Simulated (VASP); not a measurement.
Te:

```
Te
1.0
     3.82029   -2.14820    0.00000
     3.82029    2.14820    0.00000
    -0.09429    0.00000    5.97609
Te
3
Direct
  0.00000 0.00000 0.00000
  0.30945 0.30945 0.33881
  0.69055 0.69055 0.66119
```

This isn't the form of Te at room conditions, which is trigonal, of chains.

* Program: VASP 6.6.1
* Task: single point
* Functional: PBE
* Potentials or basis: VASP PAW PBE potentials, release 64 (Te)
* Cutoff: 900 eV
* k mesh: 9 × 9 × 6
* Occupations: gaussian, width 0.02 eV
* Spin: no spin polarisation

On this cell: pressure 0.6 GPa; largest force 0.102 eV/Å; band gap on the k mesh none (metal or under the smearing width).

The same run follows on a disturbed copy (grid = ENCUT=900 k=9x9x6 ISMEAR=0 SIGMA=0.02 PREC=Accurate EDIFF=1e-08 LREAL=False ADDGRID=False LASPH=True; atoms moved at random, drawn with an rms of 0.1 Å):

```
CELL_PARAMETERS angstrom
3.82029 -2.14820 0.00000
3.82029 2.14820 0.00000
-0.09429 0.00000 5.97609
ATOMIC_POSITIONS crystal
Te 0.00538 0.00310 0.01533
Te 0.31288 0.31449 0.34855
Te 0.72436 0.67233 0.65097
```

Question: What does the disturbed cell give?

Answer: The energy (extrapolated to zero smearing) moves by +13.7 meV/atom; pressure 1.2 GPa; largest force 0.645 eV/Å; band gap on the k mesh none (metal or under the smearing width).

Forces on the atoms (eV/Å):
```
Te   0.060 -0.108 -0.113
Te   0.186  0.048 -0.480
Te  -0.246  0.060  0.593
```

Stress tensor (GPa, compression positive):
```
 0.52 -0.37 -0.98
-0.37  2.02  0.67
-0.98  0.67  1.11
```
